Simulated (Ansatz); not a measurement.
A 3-atom cell of PbF2 started from a crystallographic database (r2SCAN+rVV10 geometry), in Ansatz:

```yaml
crystal:
  lattice:
    - [0.00000, 2.94581, 2.94581]
    - [2.94581, 0.00000, 2.94581]
    - [2.94581, 2.94581, 0.00000]
  atoms:
    - { symbol: Pb, position: [0.00000, 0.00000, 0.00000] }
    - { symbol: F, position: [0.25000, 0.25000, 0.25000] }
    - { symbol: F, position: [0.75000, 0.75000, 0.75000] }
```

G0W0@PBE with 192 empty bands, a screening cutoff of 140 eV and a 4×4×4 mesh (PAW, contour deformation) gives 6.301 eV over the mesh points, from a PBE gap of 4.415 eV; it sums over 206 bands with 181 plane waves in the screening and a wave cutoff of 420 eV. G0W0 here is at a finite number of bands, screening cutoff and k mesh, not at the basis limit. The values are computed, spin-unpolarised, and not measurements.

(1) Another run gave a Kohn-Sham gap of 4.407 eV and a G0W0 gap of 6.280 eV, summing over 206 bands with 181 plane waves in the screening and a wave cutoff of 1320 eV. What was changed?

(2) Estimate the gap with starting point HSE06.

(3) Estimate the gap with starting point r2SCAN.

Answers

(1) Potentials of the kind norm-conserving. The wave cutoff gives it away.

(2) 7.030 eV (+0.729 eV), from a Kohn-Sham gap of 5.714 eV.

(3) 6.620 eV (+0.319 eV), from a Kohn-Sham gap of 4.924 eV.

Spin-orbit coupling is left out; in compounds of Pb, Bi, Tl or Hg it can lower a gap by up to about 1 eV, split its edges or invert the bands.
